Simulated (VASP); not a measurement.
# InSe monolayer and its bilayer

Aim: relax InSe monolayer, place its levels against the vacuum, then find how two sheets stack and bind.

Program: VASP 6.6.1. Level of theory: PBE with D3(BJ); plane waves and PAW (In, Se), in the first sound run; inputs show where later runs differ. Results are calculated unless marked as measured.

## Step 1: The structure

The cell holds 4 atoms: 2 In and 2 Se. Its edges and angles: a = 4.090 Å, b = 4.090 Å, c = 22.000 Å, α = 90.0°, β = 90.0°, γ = 120.0°. Vacuum lies along c.

As a file:

```cif
data_structure
_symmetry_space_group_name_H-M 'P 1'
_symmetry_Int_Tables_number 1
_cell_length_a 4.0900
_cell_length_b 4.0900
_cell_length_c 22.0000
_cell_angle_alpha 90.000
_cell_angle_beta 90.000
_cell_angle_gamma 120.000
_cell_volume 318.71
loop_
_atom_site_label
_atom_site_type_symbol
_atom_site_fract_x
_atom_site_fract_y
_atom_site_fract_z
_atom_site_occupancy
In1 In 0.33333 0.66667 0.43568 1
In2 In 0.33333 0.66667 0.56432 1
Se3 Se 0.66667 0.33333 0.37750 1
Se4 Se 0.66667 0.33333 0.62250 1
```

## Step 2: Relaxing the monolayer

The sheet's cell relaxes in its plane with the atoms, while the vacuum is kept.

The input, INCAR:

```
SYSTEM = InSe
PREC = Normal
ENCUT = 350
EDIFF = 1E-06
NELM = 120
ISMEAR = 0
SIGMA = 0.03
LREAL = .FALSE.
ALGO = Normal
GGA = PE
IVDW = 12
NBANDS = 15
LORBIT = 11
LWAVE = .FALSE.
LCHARG = .FALSE.
KPAR = 4
IBRION = 2
NSW = 50
ISIF = 3
EDIFFG = -0.015
POTIM = 0.4
IDIPOL = 3
LDIPOL = .TRUE.
DIPOL = 0.5 0.5 0.5
LATTICE_CONSTRAINTS = .TRUE. .TRUE. .FALSE.
```

The input, POSCAR:

```
InSe
1.0
    4.0900000000      0.0000000000      0.0000000000
   -2.0450000000      3.5420439015      0.0000000000
    0.0000000000      0.0000000000     22.0000000000
In Se
2 2
Direct
    0.3333333333      0.6666666667      0.4356818182
    0.3333333333      0.6666666667      0.5643181818
    0.6666666667      0.3333333333      0.3775000000
    0.6666666667      0.3333333333      0.6225000000
```

The input, KPOINTS:

```
Automatic mesh
0
Gamma
9 9 1
0 0 0
```

The projector-augmented-wave data sets are In and Se (PBE family, release 64).

On the command line:

```bash
$ mpirun -np 4 vasp_std
```

What it wrote:

```text
[banner, memory and clock lines left out]
running    4 mpi-ranks, on    1 nodes
 distrk:  each k-point on    1 cores,    4 groups
 distr:  one band on    1 cores,    1 groups

 POSCAR found type information on POSCAR InSe
 POSCAR found :  2 types and       4 ions
 LDA part: xc-table for (Slater+PW92), standard interpolation
 POSCAR, INCAR and KPOINTS ok, starting setup
 FFT: planning ... GRIDC
 FFT: planning ... GRID_SOFT
 FFT: planning ... GRID
 WAVECAR not read
 entering main loop
       N       E                     dE             d eps       ncg     rms          rms(c)
DAV:   1     0.100587511195E+03    0.10059E+03   -0.43515E+03   360   0.605E+02
DAV:   2    -0.568056578943E+00   -0.10116E+03   -0.97099E+02   524   0.126E+02
DAV:   3    -0.143349344395E+02   -0.13767E+02   -0.13626E+02   479   0.541E+01
DAV:   4    -0.147171116346E+02   -0.38218E+00   -0.38144E+00   459   0.110E+01
DAV:   5    -0.147249627696E+02   -0.78511E-02   -0.78500E-02   508   0.144E+00    0.633E+00
DAV:   6    -0.142673932367E+02    0.45757E+00   -0.69489E-01   465   0.411E+00    0.385E+00
DAV:   7    -0.142179496276E+02    0.49444E-01   -0.34416E-01   416   0.255E+00    0.893E-01
DAV:   8    -0.142115244612E+02    0.64252E-02   -0.27506E-02   493   0.912E-01    0.354E-01
DAV:   9    -0.142118463632E+02   -0.32190E-03   -0.49673E-03   472   0.431E-01    0.104E-01
DAV:  10    -0.142119554238E+02   -0.10906E-03   -0.28511E-04   554   0.824E-02    0.643E-02
DAV:  11    -0.142120364798E+02   -0.81056E-04   -0.14158E-04   402   0.657E-02    0.331E-02
DAV:  12    -0.142120525097E+02   -0.16030E-04   -0.73461E-06   472   0.142E-02    0.107E-02
DAV:  13    -0.142121140018E+02   -0.61492E-04   -0.22322E-05   444   0.200E-02    0.550E-03
DAV:  14    -0.142121282893E+02   -0.14288E-04   -0.11636E-06   383   0.490E-03    0.740E-03
DAV:  15    -0.142121680271E+02   -0.39738E-04   -0.87789E-06   430   0.106E-02    0.354E-03
DAV:  16    -0.142121715719E+02   -0.35448E-05   -0.69041E-07   411   0.384E-03    0.207E-03
DAV:  17    -0.142121788290E+02   -0.72571E-05   -0.43940E-07   348   0.280E-03    0.830E-04
DAV:  18    -0.142121827003E+02   -0.38713E-05   -0.16387E-07   369   0.161E-03    0.486E-04
DAV:  19    -0.142121900789E+02   -0.73785E-05   -0.27554E-07   292   0.148E-03    0.503E-04
DAV:  20    -0.142121929857E+02   -0.29068E-05   -0.10416E-07   348   0.839E-04    0.424E-04
DAV:  21    -0.142121939682E+02   -0.98254E-06   -0.37630E-08   334   0.586E-04
   1 F= -.15067231E+02 E0= -.15067231E+02  d E =-.150672E+02
 curvature:   0.00 expect dE= 0.000E+00 dE for cont linesearch  0.000E+00
 trial: gam= 0.00000 g(F)=  0.193E-02 g(S)=  0.128E-01 ort = 0.000E+00 (trialstep = 0.100E+01)
 search vector abs. value=  0.148E-01
 bond charge predicted
       N       E                     dE             d eps       ncg     rms          rms(c)
DAV:   1    -0.142204961336E+02   -0.83031E-02   -0.34720E-01   388   0.304E+00    0.632E-01
DAV:   2    -0.142085361535E+02    0.11960E-01   -0.21140E-02   493   0.825E-01    0.250E-01
DAV:   3    -0.142065344973E+02    0.20017E-02   -0.99544E-03   402   0.456E-01    0.903E-02
DAV:   4    -0.142063067130E+02    0.22778E-03   -0.28690E-04   453   0.110E-01    0.650E-02
DAV:   5    -0.142062141193E+02    0.92594E-04   -0.27203E-04   444   0.832E-02    0.357E-02
DAV:   6    -0.142062174654E+02   -0.33460E-05   -0.28475E-05   486   0.250E-02    0.207E-02
DAV:   7    -0.142062176659E+02   -0.20049E-06   -0.58837E-06   458   0.134E-02
   2 F= -.15077153E+02 E0= -.15077153E+02  d E =-.992215E-02
[...]
3 F= -.15078318E+02 E0= -.15078318E+02  d E =-.110872E-01
[...]
4 F= -.15081449E+02 E0= -.15081449E+02  d E =-.313130E-02
 trial-energy change:   -0.003131  1 .order   -0.003142   -0.005362   -0.000923
 step:   1.3177(harm=  1.3134)  dis= 0.01351  next Energy=   -15.081547 (dE=-0.323E-02)
 bond charge predicted
       N       E                     dE             d eps       ncg     rms          rms(c)
DAV:   1    -0.141997822163E+02    0.54764E-03   -0.21953E-03   402   0.249E-01    0.273E-02
DAV:   2    -0.141997687672E+02    0.13449E-04   -0.12903E-04   458   0.597E-02    0.122E-02
DAV:   3    -0.141997601296E+02    0.86376E-05   -0.14469E-05   458   0.188E-02    0.584E-03
DAV:   4    -0.141997587463E+02    0.13832E-05   -0.24466E-06   436   0.809E-03    0.375E-03
DAV:   5    -0.141997590893E+02   -0.34292E-06   -0.53375E-07   341   0.352E-03
   5 F= -.15081540E+02 E0= -.15081540E+02  d E =-.322232E-02
 curvature:  -0.84 expect dE=-0.145E-04 dE for cont linesearch -0.198E-06
 trial: gam= 0.03538 g(F)=  0.178E-05 g(S)=  0.154E-04 ort =-0.386E-04 (trialstep = 0.113E+01)
 search vector abs. value=  0.224E-04
 reached required accuracy - stopping structural energy minimisation
```

Wall time 45 s (4 MPI ranks of AMD EPYC 7R43, shared host); peak memory 0.78 GiB; 2.8 min of CPU time.

The logs omit lines about the potential files and the build; timing stands in the text.

From OUTCAR (step 2):

```text
ion  position               nearest neighbor table
   1  0.333  0.667  0.436-   3 2.69   3 2.69   3 2.69   2 2.83
   2  0.333  0.667  0.564-   4 2.69   4 2.69   4 2.69   1 2.83
   3  0.667  0.333  0.377-   1 2.69   1 2.69   1 2.69
   4  0.667  0.333  0.623-   2 2.69   2 2.69   2 2.69

  LATTYP: Found a hexagonal cell.
 ALAT       =     4.0900000000
 C/A-ratio  =     5.3789731051

 Subroutine GETGRP returns: Found 12 space group operations
 (whereof 12 operations were pure point group operations)

The static configuration has the point symmetry D_3h.

 Found     12 irreducible k-points:

   k-points           NKPTS =     12   k-points in BZ     NKDIM =     12   number of bands    NBANDS=     15

   dimension x,y,z NGX =    20 NGY =   20 NGZ =  108
   dimension x,y,z NGXF=    40 NGYF=   40 NGZF=  216

   ENCUT  =  350.0 eV  25.72 Ry    5.07 a.u.   6.24  6.24 33.56*2*pi/ulx,y,z

   NELECT =      18.0000    total number of electrons

 k-points in reciprocal lattice and weights: Automatic mesh
   0.00000000  0.00000000  0.00000000       0.012
   0.11111111  0.00000000  0.00000000       0.074
   0.22222222  0.00000000  0.00000000       0.074
   0.33333333  0.00000000  0.00000000       0.074
   0.44444444  0.00000000  0.00000000       0.074
   0.11111111  0.11111111  0.00000000       0.074
   0.22222222  0.11111111  0.00000000       0.148
   0.33333333  0.11111111  0.00000000       0.148
   0.44444444  0.11111111  0.00000000       0.074
   0.22222222  0.22222222  0.00000000       0.074
   0.33333333  0.22222222  0.00000000       0.148
   0.33333333  0.33333333  0.00000000       0.025

 Edisp (eV)   -0.88112

 dipolmoment           0.000000      0.000000      0.000000 electrons x Angstroem

 average (electrostatic) potential at core
       1 -44.7515       2 -44.7515       3 -60.2460       4 -60.2460

 E-fermi :  -2.8006

 k-point     1 :       0.0000    0.0000    0.0000
  band No.  band energies     occupation
    ...
      5      -3.3728      2.00000
      6      -3.3728      2.00000
      7      -3.3003      2.00000
      8      -3.3003      2.00000
      9      -3.0024      2.00000
     10      -1.3034      0.00000
     11      -0.0825      0.00000
     12       2.1356      0.00000
     13       2.1356      0.00000
     14       2.6525      0.00000
    ...

 k-point     2 :       0.1111    0.0000    0.0000
  band No.  band energies     occupation
    ...
      5      -4.0257      2.00000
      6      -3.9121      2.00000
      7      -3.5188      2.00000
      8      -3.4295      2.00000
      9      -2.9406      2.00000
     10      -0.7421      0.00000
     11       0.5023      0.00000
     12       1.5193      0.00000
     13       2.2424      0.00000
     14       2.6911      0.00000
    ...

 k-point     3 :       0.2222    0.0000    0.0000
  band No.  band energies     occupation
    ...
      5      -5.0079      2.00000
      6      -4.5598      2.00000
      7      -3.8496      2.00000
      8      -3.7258      2.00000
      9      -2.9700      2.00000
     10      -0.1948      0.00000
     11       0.1903      0.00000
     12       1.8076      0.00000
     13       2.0831      0.00000
     14       2.3804      0.00000
    ...

 Edisp (eV)   -0.88178

  Total      -0.02827    -0.02827    -0.00503     0.00000     0.00000     0.00000
  in kB      -0.14583    -0.14583    -0.02596     0.00000     0.00000     0.00000
  external pressure =       -0.11 kB  Pullay stress =        0.00 kB

  energy-cutoff  :      350.00
  volume of cell :      310.62
      direct lattice vectors                 reciprocal lattice vectors
     4.037720448  0.000000000  0.000000000     0.247664496  0.142989163  0.000000000
    -2.018860224  3.496768481  0.000000000     0.000000000  0.285978327  0.000000000
     0.000000000  0.000000000 22.000000000     0.000000000  0.000000000  0.045454545

 POSITION                                       TOTAL-FORCE (eV/Angst)
 -----------------------------------------------------------------------------------
     -0.00000      2.33118      9.60709         0.000000     -0.000000     -0.004744
     -0.00000      2.33118     12.39291         0.000000     -0.000000      0.004744
      2.01886      1.16559      8.30227        -0.000000      0.000000      0.000734
      2.01886      1.16559     13.69773        -0.000000      0.000000     -0.000734
 -----------------------------------------------------------------------------------
    total drift:                                0.000002     -0.000001      0.000000

  FREE ENERGIE OF THE ION-ELECTRON SYSTEM (eV)
  ---------------------------------------------------
  free  energy   TOTEN  =       -15.0815401533 eV

  energy  without entropy=      -15.0815401533  energy(sigma->0) =      -15.08154015

 reached required accuracy - stopping structural energy minimisation

 vacuum level on the upper side and lower side of the slab         2.929         2.929

 total charge
# of ion       s       p       d       tot
------------------------------------------
    1        1.213   1.254   0.175   2.642
    2        1.213   1.254   0.175   2.642
    3        1.473   2.328   0.018   3.819
    4        1.473   2.328   0.018   3.819
--------------------------------------------------
tot          5.372   7.164   0.386  12.922

[... 3 further parts left out ...]
```

CONTCAR:

```
InSe
   1.00000000000000
     4.0377204480389146    0.0000000000000000    0.0000000000000000
    -2.0188602240194573    3.4967684814024005    0.0000000000000000
     0.0000000000000000    0.0000000000000000   22.0000000000000000
  In              Se
     2     2
Direct
     0.3333333332999970    0.6666666667000030    0.4366860627536595
     0.3333333332999970    0.6666666667000030    0.5633139372463406
     0.6666666667000030    0.3333333332999970    0.3773759262295869
     0.6666666667000030    0.3333333332999970    0.6226240737704132
```

The gap is read on the k-mesh alone, so it is an upper bound where the band edges lie off the mesh. The data set In keeps the semicore shell frozen, which is cheaper and a little less accurate. The run keeps the 12 symmetry operations of its start, so it cannot find a distortion of lower symmetry.

Relaxation path:

```csv
step,energy less that of the first step (eV),largest force (eV/Å),pressure (GPa),volume (Å³)
1,0.0000,0.1547,-0.38,318.71
2,-0.0099,0.1991,-0.10,313.72
3,-0.0111,0.2207,0.02,311.54
4,-0.0142,0.0355,0.00,310.78
5,-0.0143,0.0047,-0.01,310.62
```

```csv
cell as run,before,after,change
a (Å),4.090,4.038,-1.3 %
b (Å),4.090,4.038,-1.3 %
```

The atoms that moved most (Å, along periodic axes as changes of fractional coordinates times the final cell, across vacuum about the mean position):

```csv
atom,dx,dy,dz,length
In1,0.000,0.000,0.022,0.022
In2,0.000,0.000,-0.022,0.022
```

Final coordinates:

```cif
data_structure
_symmetry_space_group_name_H-M 'P 1'
_symmetry_Int_Tables_number 1
_cell_length_a 4.0377
_cell_length_b 4.0377
_cell_length_c 22.0000
_cell_angle_alpha 90.000
_cell_angle_beta 90.000
_cell_angle_gamma 120.000
_cell_volume 310.62
loop_
_atom_site_label
_atom_site_type_symbol
_atom_site_fract_x
_atom_site_fract_y
_atom_site_fract_z
_atom_site_occupancy
In1 In 0.33333 0.66667 0.43669 1
In2 In 0.33333 0.66667 0.56331 1
Se3 Se 0.66667 0.33333 0.37738 1
Se4 Se 0.66667 0.33333 0.62262 1
```

Numbers from this step:

```
electronic cycles              : 45
electrons                      : 18
free energy (TOTEN)            : -15.08 eV
Fermi energy                   : -2.801 eV
metallic                       : no
dipole moment                  : 0, 0, 0 e·Å
gap on the k-mesh              : 1.633 eV
least direct gap on the k-mesh : 1.699 eV
```

The run ended after 5 ionic steps, 0.014 eV below its first step, once forces and stress met EDIFFG = -0.015.

## Step 3: A second relaxation

The plane waves were chosen for the start cell, so the relaxation is repeated from its end.

INCAR: that of step 2 with these lines changed.

```diff
@@ -17,3 +17,3 @@
 IBRION = 2
-NSW = 50
+NSW = 30
 ISIF = 3
```

The input, POSCAR:

```
InSe
1.0
    4.0377204480      0.0000000000      0.0000000000
   -2.0188602240      3.4967684814      0.0000000000
    0.0000000000      0.0000000000     22.0000000000
In Se
2 2
Direct
    0.3333333333      0.6666666667      0.4366860628
    0.3333333333      0.6666666667      0.5633139372
    0.6666666667      0.3333333333      0.3773759262
    0.6666666667      0.3333333333      0.6226240738
```

KPOINTS is that of step 2.

On the command line:

```bash
$ mpirun -np 4 vasp_std
```

What it wrote:

```text
[... set-up lines as in an earlier step ...]
 entering main loop
       N       E                     dE             d eps       ncg     rms          rms(c)
DAV:   1     0.974795637640E+02    0.97480E+02   -0.44165E+03   360   0.607E+02
DAV:   2    -0.162986023137E+01   -0.99109E+02   -0.94125E+02   559   0.127E+02
DAV:   3    -0.143736338318E+02   -0.12744E+02   -0.12618E+02   451   0.531E+01
DAV:   4    -0.147054886241E+02   -0.33185E+00   -0.33103E+00   479   0.103E+01
DAV:   5    -0.147125622924E+02   -0.70737E-02   -0.70723E-02   480   0.139E+00    0.654E+00
DAV:   6    -0.142598182797E+02    0.45274E+00   -0.66635E-01   458   0.407E+00    0.398E+00
DAV:   7    -0.142057509448E+02    0.54067E-01   -0.34832E-01   437   0.259E+00    0.863E-01
DAV:   8    -0.141989068318E+02    0.68441E-02   -0.27607E-02   486   0.924E-01    0.361E-01
DAV:   9    -0.141991127629E+02   -0.20593E-03   -0.50900E-03   479   0.431E-01    0.103E-01
DAV:  10    -0.141991821640E+02   -0.69401E-04   -0.26867E-04   569   0.774E-02    0.688E-02
DAV:  11    -0.141992449232E+02   -0.62759E-04   -0.15626E-04   451   0.671E-02    0.364E-02
DAV:  12    -0.141992622996E+02   -0.17376E-04   -0.68214E-06   444   0.142E-02    0.992E-03
DAV:  13    -0.141993298860E+02   -0.67586E-04   -0.24804E-05   444   0.202E-02    0.558E-03
DAV:  14    -0.141993490756E+02   -0.19190E-04   -0.19515E-06   440   0.559E-03    0.783E-03
DAV:  15    -0.141993888718E+02   -0.39796E-04   -0.88208E-06   437   0.105E-02    0.280E-03
DAV:  16    -0.141993934689E+02   -0.45971E-05   -0.45224E-07   425   0.308E-03    0.194E-03
DAV:  17    -0.141994010947E+02   -0.76258E-05   -0.61727E-07   355   0.296E-03    0.786E-04
DAV:  18    -0.141994056521E+02   -0.45574E-05   -0.17055E-07   369   0.179E-03    0.652E-04
DAV:  19    -0.141994135923E+02   -0.79402E-05   -0.35854E-07   299   0.172E-03    0.469E-04
DAV:  20    -0.141994157914E+02   -0.21991E-05   -0.73998E-08   369   0.789E-04    0.414E-04
DAV:  21    -0.141994168600E+02   -0.10686E-05   -0.43884E-08   327   0.586E-04    0.175E-04
DAV:  22    -0.141994171144E+02   -0.25442E-06   -0.77584E-09   362   0.292E-04
   1 F= -.15081198E+02 E0= -.15081198E+02  d E =-.150812E+02
 curvature:   0.00 expect dE= 0.000E+00 dE for cont linesearch  0.000E+00
 trial: gam= 0.00000 g(F)=  0.195E-05 g(S)=  0.122E-04 ort = 0.000E+00 (trialstep = 0.100E+01)
 search vector abs. value=  0.142E-04
 reached required accuracy - stopping structural energy minimisation
```

The job ended after 19 s (4 MPI ranks; peak memory 0.73 GiB).

From OUTCAR (step 3):

```text
  LATTYP: Found a hexagonal cell.
 ALAT       =     4.0377204480
 C/A-ratio  =     5.4486189134

The static configuration has the point symmetry D_3h.

 Found     12 irreducible k-points:

   dimension x,y,z NGX =    18 NGY =   18 NGZ =  108
   dimension x,y,z NGXF=    36 NGYF=   36 NGZF=  216

   ENCUT  =  350.0 eV  25.72 Ry    5.07 a.u.   6.16  6.16 33.56*2*pi/ulx,y,z

   NELECT =      18.0000    total number of electrons

 dipolmoment           0.000000      0.000000     -0.000000 electrons x Angstroem

 E-fermi :  -2.7994

 k-point     1 :       0.0000    0.0000    0.0000
  band No.  band energies     occupation
    ...
      5      -3.3717      2.00000
      6      -3.3717      2.00000
      7      -3.2993      2.00000
      8      -3.2993      2.00000
      9      -3.0015      2.00000
     10      -1.3024      0.00000
     11      -0.0815      0.00000
     12       2.1366      0.00000
     13       2.1366      0.00000
     14       2.6892      0.00000
    ...

 k-point     2 :       0.1111    0.0000    0.0000
  band No.  band energies     occupation
    ...
      5      -4.0246      2.00000
      6      -3.9111      2.00000
      7      -3.5177      2.00000
      8      -3.4284      2.00000
      9      -2.9397      2.00000
     10      -0.7411      0.00000
     11       0.5034      0.00000
     12       1.5204      0.00000
     13       2.2434      0.00000
     14       2.6986      0.00000
    ...

 Edisp (eV)   -0.88178

  Total      -0.02514    -0.02514    -0.00531     0.00000     0.00000     0.00000
  in kB      -0.12968    -0.12968    -0.02740     0.00000     0.00000     0.00000
  external pressure =       -0.10 kB  Pullay stress =        0.00 kB

 POSITION                                       TOTAL-FORCE (eV/Angst)
 -----------------------------------------------------------------------------------
     -0.00000      2.33118      9.60709         0.000000      0.000000     -0.004971
     -0.00000      2.33118     12.39291         0.000000      0.000000      0.004971
      2.01886      1.16559      8.30227        -0.000000      0.000000      0.000773
      2.01886      1.16559     13.69773        -0.000000     -0.000000     -0.000773
 -----------------------------------------------------------------------------------
    total drift:                                0.000003     -0.000002      0.000000

  FREE ENERGIE OF THE ION-ELECTRON SYSTEM (eV)
  ---------------------------------------------------
  free  energy   TOTEN  =       -15.0811981785 eV

  energy  without entropy=      -15.0811981785  energy(sigma->0) =      -15.08119818

 vacuum level on the upper side and lower side of the slab         3.029         3.029

 total charge
# of ion       s       p       d       tot
------------------------------------------
    1        1.213   1.254   0.175   2.642
    2        1.213   1.254   0.175   2.642
    3        1.473   2.328   0.018   3.819
    4        1.473   2.328   0.018   3.819
--------------------------------------------------
tot          5.372   7.164   0.386  12.921

[... 5 parts as in an earlier step ...]

[... 6 further parts left out ...]
```

CONTCAR:

```
InSe
   1.00000000000000
     4.0377204480000000    0.0000000000000000    0.0000000000000000
    -2.0188602240000000    3.4967684814000002    0.0000000000000000
     0.0000000000000000    0.0000000000000000   22.0000000000000000
  In              Se
     2     2
Direct
     0.3333333332999970    0.6666666667000030    0.4366860627999998
     0.3333333332999970    0.6666666667000030    0.5633139372000002
     0.6666666667000030    0.3333333332999970    0.3773759262000027
     0.6666666667000030    0.3333333332999970    0.6226240737999973
```

Little changed from the start: no atom moved by 0.005 Å and no cell edge by 0.1 %.

This step gave:

| Quantity | Value |
| --- | --- |
| electronic cycles | 22 |
| Fermi energy | -2.799 eV |

The start already met the threshold, so nothing moved.

(Part 1 of 5 ends here.)

[Lines on the potential files, build, host, timing and source positions are cut from VASP's logs without a mark.]

[Logs are printed without paths, hosts, clocks, repeated set-up lines and the standing remarks that a program may print on its own settings, such as how far it seeks lower states.]

[Hosts, paths, dates, database ids (printed as entryN), source tags and the programs' standing remarks are cut or masked in the printed files.]

[Runs that stopped without an error message from VASP are left out.]
